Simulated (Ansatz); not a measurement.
I need a calculation of the elastic constants of Ta, space group Fm-3m. Use the Python package of Ansatz (0.2.0). Use: PBE, PAW, the default cutoff (420 eV here), 18×18×18 k-points, Fermi-Dirac smearing of 0.15 eV.

```xyz
1
Lattice="0.0000 2.1100 2.1100 2.1100 0.0000 2.1100 2.1100 2.1100 0.0000" Properties=species:S:1:pos:R:3 pbc="T T T"
Ta    0.0000    0.0000    0.0000
```

`elastic.py`:
```python
import logging
import sys
import warnings

import ansatz
import numpy as np

logging.basicConfig(stream=sys.stdout, format="%(levelname)s:%(name)s:%(message)s")
log = logging.getLogger("run")
log.setLevel(logging.INFO)

SMEARING = "fermi_dirac"
SIGMA = 0.15
XC = "pbe"
KGRID = (18, 18, 18)

warnings.simplefilter("ignore", ansatz.DeckWarning)

structure = (
    ansatz.Lattice.fcc(4.22)
    .space_group(225)
    .atom("Ta", [0.0, 0.0, 0.0])
    .primitive()
)

calculation = (
    structure.calculation()
    .occupations(SMEARING, width=SIGMA)
    .functional(XC)
    .kpoints(*KGRID)
)
outcome = calculation.elastic(ansatz.ElasticMode.CLAMPED_ION).run(threads=1)
elastic = outcome.elastic

print(np.array2string(np.round(elastic.c_gpa, 1) + 0.0, suppress_small=True))
print("Voigt stress of the unstrained cell (GPa, tension positive):", np.round(elastic.sigma0_gpa, 3) + 0.0)
print("smallest eigenvalue of C:", round(elastic.stability.min_eigenvalue_gpa, 1), "GPa; tensor positive definite:", elastic.stability.min_eigenvalue_gpa > 0)
if elastic.stability.min_eigenvalue_gpa > 0:
    m = elastic.moduli
    log.info(f"K = {m.k_hill_gpa:.1f}, G = {m.g_hill_gpa:.1f}, E = {m.youngs_gpa:.1f} GPa, Poisson ratio {m.poisson:.3f}, K/G = {m.k_hill_gpa / m.g_hill_gpa:.2f}")
```

`python elastic.py` gives:
```text
[[ 92.4 241.7 241.7   0.    0.    0. ]
 [241.7  92.4 241.7   0.    0.    0. ]
 [241.7 241.7  92.4   0.    0.    0. ]
 [  0.    0.    0.   41.5   0.    0. ]
 [  0.    0.    0.    0.   41.5   0. ]
 [  0.    0.    0.    0.    0.   41.5]]
Voigt stress of the unstrained cell (GPa, tension positive): [-0.744 -0.744 -0.744  0.     0.     0.   ]
smallest eigenvalue of C: -149.2 GPa; tensor positive definite: False
```

Notes:
- The cell isn't relaxed first, so the values belong to this volume.
- Spin-orbit coupling, which matters for elements this heavy, is left out.
- This isn't the structure that Ta takes at ambient conditions.
- Shear constants of a metal converge slowly with the k-point mesh and can be wrong in sign on a coarse one; the constants belong to the cell that was strained.
- The whole script took 48 s on 1 thread of Arm Neoverse V2, with other jobs on the host, peak memory 0.54 GiB.
